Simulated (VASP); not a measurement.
C: single point with PBE+D3(BJ)

C, a slab with vacuum:

```
CELL_PARAMETERS angstrom
2.46530 0.00000 0.00000
-1.23265 2.13501 0.00000
0.00000 0.00000 32.74054
ATOMIC_POSITIONS crystal
C 0.00000 0.00000 0.44801
C 0.66667 0.33333 0.44800
C 0.00000 0.00000 0.55199
C 0.33333 0.66667 0.55200
```

The slab is cut from a database's or a generator's crystal, which needn't be the stable form of the element.

* Program: VASP 6.6.1
* Task: single point
* Functional: PBE
* Dispersion: D3(BJ)
* Potentials or basis: VASP PAW PBE potentials, release 64 (C)
* Cutoff: 520 eV
* k mesh: 9 × 9 × 1
* Occupations: gaussian, width 0.1 eV
* Spin: no spin polarisation
* Dipole correction: yes
* Further INCAR settings: ALGO = Normal; EDIFF = 1e-06; NBANDS = 16

| Property | Result |
| --- | --- |
| Largest force | 0.018 eV/Å |
| Band gap on the k mesh | none (metal or under the smearing width) |
| Dispersion energy per atom | -0.118 eV |

Forces on the atoms (eV/Å):
```
C    0.000  0.000  0.018
C    0.000  0.000 -0.003
C    0.000  0.000 -0.018
C    0.000  0.000  0.003
```

Levels at points of the mesh, in eV from the Fermi level:
```
           k point  band 4  band 5  band 6  band 7  band 8  band 9  band 10  band 11  band 12  band 13
(0.00, 0.00, 0.00)   -7.15   -3.03   -3.03   -3.02   -3.02    3.42     3.78     4.27     4.52     4.83
```

It took 37 s on 1 thread of Intel(R) Xeon(R) Platinum 8488C (Sapphire Rapids), on a shared host, peak memory 0.26 GiB.
